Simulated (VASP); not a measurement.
Write the native input for VASP 6.6.1 that does the following.

```
Task                   : relaxation of the atoms
Functional             : LDA
Potentials or basis    : VASP PAW LDA potentials, release 64 (Au)
Cutoff                 : 600 eV
k mesh                 : 16 × 16 × 16
Occupations            : methfessel-paxton, width 0.1 eV
Spin                   : no spin polarisation
Further INCAR settings : ALGO = Normal; EDIFF = 1e-07; IBRION = 2; EDIFFG = -0.01; NSW = 40
```

The structure of Au lies in POSCAR:

```
Au                                      
1.0
    0.0000000000      2.0396320027      2.0396320027
    2.0396320027      0.0000000000      2.0396320027
    2.0396320027      2.0396320027      0.0000000000
  Au            
     1
Direct
     0.0000000000000000    0.0000000000000000    0.0000000000000000
```

The cell isn't the ideal one: a relaxed cell with its volume scaled by 1.02.

The input as run:

INCAR

```
PREC     = Accurate       # precision mode
ENCUT    = 600            # plane-wave cutoff, eV
EDIFF    = 1E-7           # SCF threshold, eV
ISMEAR   = 1              # smearing method
SIGMA    = 0.1            # smearing width, eV
LREAL    = False          # projectors in reciprocal space
LASPH    = True           # aspherical terms in the spheres
NELM     = 80             # most SCF steps
ALGO     = Normal         # electronic algorithm
ISIF     = 2              # what is computed and relaxed
LWAVE    = False          # write WAVECAR
LCHARG   = False          # write CHGCAR
IBRION   = 2              # ionic algorithm
NSW      = 40             # ionic steps
EDIFFG   = -0.01          # ionic threshold
```

KPOINTS

```
regular mesh
0
Gamma
  16 16 16
```

Potentials or basis: VASP PAW LDA potentials, release 64 (Au).

Launch:

```console
$ cat potpaw_LDA.64/Au/POTCAR > POTCAR
$ mpirun -np 1 vasp_std > vasp.out
```

It gave:

- Pressure after relaxing: -3.7 GPa
- Band gap on the k mesh: none (metal or under the smearing width)

Caveat: the relaxation stopped at its first step, so nothing moved.

Wall time 12 s on 1 thread of AMD EPYC 9R45 (Zen 5), with other jobs on the host, peak memory 0.12 GiB.
